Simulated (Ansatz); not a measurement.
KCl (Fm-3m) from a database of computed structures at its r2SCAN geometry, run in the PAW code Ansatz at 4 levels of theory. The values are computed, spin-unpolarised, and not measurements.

The LDA input:
```yaml
crystal:
  lattice:
    - [0.0, 3.1448753854, 3.1448753854]
    - [3.1448753854, 0.0, 3.1448753854]
    - [3.1448753854, 3.1448753854, 0.0]
  atoms:
    - { symbol: K, position: [0.0, 0.0, 0.0] }
    - { symbol: Cl, position: [0.5, 0.5, 0.5] }
kpoints:
  mp_grid: { grid: [8, 8, 8] }
  band_path:
    path:
      - [0.0, 0.0, 0.0]
      - [0.5, 0.0, 0.5]
      - [0.625, 0.25, 0.625]
      - [0.375, 0.375, 0.75]
      - [0.5, 0.5, 0.5]
      - [0.5, 0.25, 0.75]
    npoints: 1
hamiltonian:
  xc: lda
scf:
  occupations: { method: fixed }
  n_extra_bands: 4
output:
  forces: true
  stress: true
  eigenvalues: true
  write_density: true
  write_potential: true
  elf: true
  volumetric_format: npy
```

Main results, then, where recorded, the levels near the gap in eV from the Fermi energy (columns number the bands from 0), one row a point of the path (Γ, X, U, K, L, W):
```
Crystal: 2 atoms, lattice volume = 62.207 Å³
Symmetry: 48 space group operations
Space group: Fm-3m (ITA 225)
```
```
Basis set: ecut = 420 eV, 1243 PW (Γ)
k-points: 29 of 512
SCF converged after 6 iterations
Free energy (F): -2544.250802 eV
Fermi energy:    0.597413 eV
--- Stress (GPa, compression-positive) ---
       -1.938950       0.000000       0.000000
        0.000000      -1.938950       0.000000
        0.000000       0.000000      -1.938950
  P = ⅓ Tr σ = -1.9389 GPa (-19.389 kbar)
```
```tsv
band_5	band_6	band_7	band_8	band_9	band_10
0.000	0.000	0.000	4.748	8.076	8.076
-0.698	-0.235	-0.235	6.165	7.966	9.652
-0.599	-0.589	-0.306	6.919	8.710	8.941
-0.599	-0.589	-0.306	6.919	8.710	8.941
-1.133	-0.347	-0.347	7.177	8.262	10.266
-0.520	-0.504	-0.504	7.686	7.686	9.103
```

The LDA gap is direct at Γ: 4.75 eV.

**Question.** Another run on the same cell gave
```
Basis set: ecut = 500 eV, 1591 PW (Γ)
k-points: 16 of 216
hybrid outer 1: dexx = +5.669e-5 eV, tail = 1.17e-7 eV
hybrid outer 2: dexx = +1.739e-9 eV, tail = 4.85e-9 eV, Δε = 2.16e-4 eV
hybrid SCF converged: 2 outer / 7 inner (+2 warm-up)
Free energy (F): -2630.378234 eV
Fermi energy:    -0.047790 eV
--- Stress (GPa, compression-positive) ---
       -0.008646       0.000000       0.000000
        0.000000      -0.008646       0.000000
        0.000000       0.000000      -0.008646
  P = ⅓ Tr σ = -0.0086 GPa (-0.086 kbar)
```
```tsv
band_5	band_6	band_7	band_8	band_9	band_10
0.000	0.000	0.000	6.524	9.833	9.833
-0.692	-0.235	-0.235	7.771	9.952	11.448
-0.591	-0.567	-0.301	8.554	10.436	10.952
-0.591	-0.567	-0.301	8.554	10.436	10.952
-1.084	-0.334	-0.334	8.837	10.044	12.222
-0.500	-0.496	-0.496	9.353	9.353	11.120
```
Which level of theory and mesh gave it?

**Answer.** It is r2SCANh, judged by the exchange loop and the size of the gap (a near hybrid could fit too), on 6×6×6; the blocks that differ from the first input, but for the band path:
```yaml
kpoints:
  mp_grid: { grid: [6, 6, 6] }
hamiltonian:
  xc: r2scanh
```
With r2SCANh the gap is 6.52 eV and direct, at Γ. The mean stress, 0.0 GPa, is small, and the program warns that its thresholds are loose for a hybrid's stress.

HSE06. Against the first input these blocks differ (the band path and keys that only write files left aside):
```yaml
kpoints:
  mp_grid: { grid: [6, 6, 6] }
hamiltonian:
  xc: hse06
```

```
Basis set: ecut = 420 eV, 1243 PW (Γ)
k-points: 16 of 216
Exchange kernel: α = 0.2500, screened, ω = 0.2079 Å⁻¹, Wigner–Seitz truncation, v(0) = 1046.8782 eV·Å³, q-mesh 6×6×6
hybrid outer 1: dexx = +1.738e-3 eV, tail = 6.33e-6 eV
hybrid outer 2: dexx = +2.501e-7 eV, tail = 3.28e-9 eV, Δε = 1.29e-3 eV
hybrid SCF converged: 2 outer / 8 inner (+2 warm-up)
Free energy (F): -2622.888241 eV
Fermi energy:    -0.122756 eV
--- Stress (GPa, compression-positive) ---
        0.480265       0.000000       0.000000
        0.000000       0.480265       0.000000
        0.000000       0.000000       0.480265
  P = ⅓ Tr σ = 0.4803 GPa (4.803 kbar)
```
```tsv
band_5	band_6	band_7	band_8	band_9	band_10
0.000	0.000	0.000	6.505	9.910	9.910
-0.698	-0.240	-0.240	7.892	9.821	11.501
-0.595	-0.576	-0.306	8.665	10.528	10.812
-0.595	-0.576	-0.306	8.665	10.528	10.812
-1.100	-0.339	-0.339	8.903	10.109	12.313
-0.510	-0.500	-0.500	9.461	9.461	10.974
```

HSE06 gives a direct gap of 6.50 eV at Γ. The mean stress, +0.5 GPa, is small, and the program warns that its thresholds are loose for a hybrid's stress.

DDH-PBE0. Against the first input these blocks differ (the band path and keys that only write files left aside):
```yaml
crystal:
  host: atoms
kpoints:
  mp_grid: { grid: [6, 6, 6] }
hamiltonian:
  xc:
    exchange: pbe
    correlation: pbe
    exx: { coeff: inverse_dielectric }
```

```
ε∞ on k-mesh 4×4×4 of a primitive cell: xx 2.3239, yy 2.3239, zz 2.3239; 3/Tr ε∞, of that cell with its empty space = 0.43030828175325037
Basis set: ecut = 420 eV, 1243 PW (Γ)
k-points: 16 of 216
Exchange kernel: α = 0.4303, full range, Wigner–Seitz truncation, v(0) = 19593.3269 eV·Å³, q-mesh 6×6×6
hybrid outer 1: dexx = +1.203e-2 eV, tail = 4.48e-5 eV
hybrid outer 2: dexx = +1.648e-6 eV, tail = 9.00e-8 eV, Δε = 4.66e-3 eV
hybrid outer 3: dexx = +4.191e-9 eV, tail = 1.01e-9 eV, Δε = 3.10e-4 eV, ΔF = 4.31e-29 eV/Å
hybrid SCF converged: 3 outer / 12 inner (+2 warm-up)
Free energy (F): -2624.886426 eV
Fermi energy:    -1.542397 eV
--- Stress (GPa, compression-positive) ---
        0.198912       0.000000       0.000000
        0.000000       0.198912       0.000000
        0.000000       0.000000       0.198912
  P = ⅓ Tr σ = 0.1989 GPa (1.989 kbar)
```
```tsv
band_5	band_6	band_7	band_8	band_9	band_10
0.000	0.000	0.000	8.752	12.360	12.360
-0.749	-0.260	-0.260	10.187	12.220	13.843
-0.637	-0.611	-0.328	10.982	12.888	13.236
-0.637	-0.611	-0.328	10.982	12.888	13.236
-1.161	-0.359	-0.359	11.161	12.515	14.964
-0.541	-0.535	-0.535	11.807	11.807	13.418
```

The DDH-PBE0 gap is direct at Γ: 8.75 eV. The mean stress, +0.2 GPa, is small, and the program warns that its thresholds are loose for a hybrid's stress.

The hybrids run on coarser meshes, which limits their stresses and small splittings of levels.

Totals of different functionals can't be compared.

The meshes of the hybrids are coarse, so their gaps aren't converged to the digits shown.
